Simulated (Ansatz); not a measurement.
Write the native input for Ansatz 0.2.0 that does the following.

- Task: relaxation of cell and atoms
- Functional: revPBE
- Dispersion: D3(BJ)
- Potentials or basis: Ansatz PAW
- Cutoff: 420 eV (not typed: the program's choice for these potentials)
- k mesh: 6 × 6 × 9
- Occupations: fermi-dirac, width 0.05 eV
- Spin: no spin polarisation

Crystal: TiO2.

```xyz
6
Lattice="4.5998 0.0000 0.0000 0.0000 4.5998 0.0000 0.0000 0.0000 2.9592" Properties=species:S:1:pos:R:3 pbc="T T T"
Ti    0.0000    0.0000    1.4796
Ti    2.2999    2.2999    0.0000
O     1.3998    1.3998    1.4796
O     0.9001    3.6997    0.0000
O     3.6997    0.9001    0.0000
O     3.2000    3.2000    1.4796
```

The cell is a database's computed one.

One way to write it, as run:

input.yaml

```yaml
crystal:
  lattice:
    - [4.5998373239, 0.0, 0.0]
    - [0.0, 4.5998373239, 0.0]
    - [0.0, 0.0, 2.95921356]
  atoms:
    - { symbol: Ti, position: [0.0, 0.0, 0.5] }
    - { symbol: Ti, position: [0.5, 0.5, 0.0] }
    - { symbol: O, position: [0.30432132, 0.30432132, 0.5] }
    - { symbol: O, position: [0.19567868, 0.80432132, 0.0] }
    - { symbol: O, position: [0.80432132, 0.19567868, 0.0] }
    - { symbol: O, position: [0.69567868, 0.69567868, 0.5] }
hamiltonian:
  xc: revpbe
  pseudopotentials: { kind: paw }
  dispersion: d3bj
kpoints:
  mp_grid: { grid: [6, 6, 9] }
scf:
  occupations: { method: fermi_dirac, width: 0.05 }
output:
  forces: true
  stress: true
  write_density: true
  write_potential: true
  elf: true
  volumetric_format: npy
relax:
  f_tol: 0.01
  max_steps: 40
  cell: { stress_tol: 0.05 }
```

Potentials or basis: Ansatz PAW.

Run with:

```bash
$ ansatz run input.yaml --threads 2 --pin off --max-ram 5632MiB --backend cpu --events-out ev --progress --plain --runs-dir out
```

Results of the run:

* Relaxed volume: 10.44 Å³/atom
* Relaxed cell: a = 4.603 Å, b = 4.603 Å, c = 2.956 Å, α = 90.00°, β = 90.00°, γ = 90.00°
* Space group after relaxing (to 0.05 Å): P4_2/mnm (No. 136)
* Energy gained by relaxing: 0.0 meV/atom
* Ionic steps: 4
* Pressure after relaxing: 0.0 GPa
* Band gap on the k mesh: 1.88 eV, direct

Caveat: odd divisions of the mesh miss points on the zone boundary, where band edges often lie, so the gap on the mesh can be too wide; the plane-wave basis is chosen anew once the cell has moved, so the energies of steps on either side of that aren't comparable; the pressure holds a Pulay correction of +0.7 GPa for the finite cutoff; the PAW data sets come from PBE, with cores solved anew for the run's functional, which leaves a small shift of forces and pressure.

It took 18 s on 2 threads of Intel(R) Xeon(R) Processor @ 2.50GHz (Skylake/Cascade Lake), with other jobs on the host, peak memory 0.43 GiB.
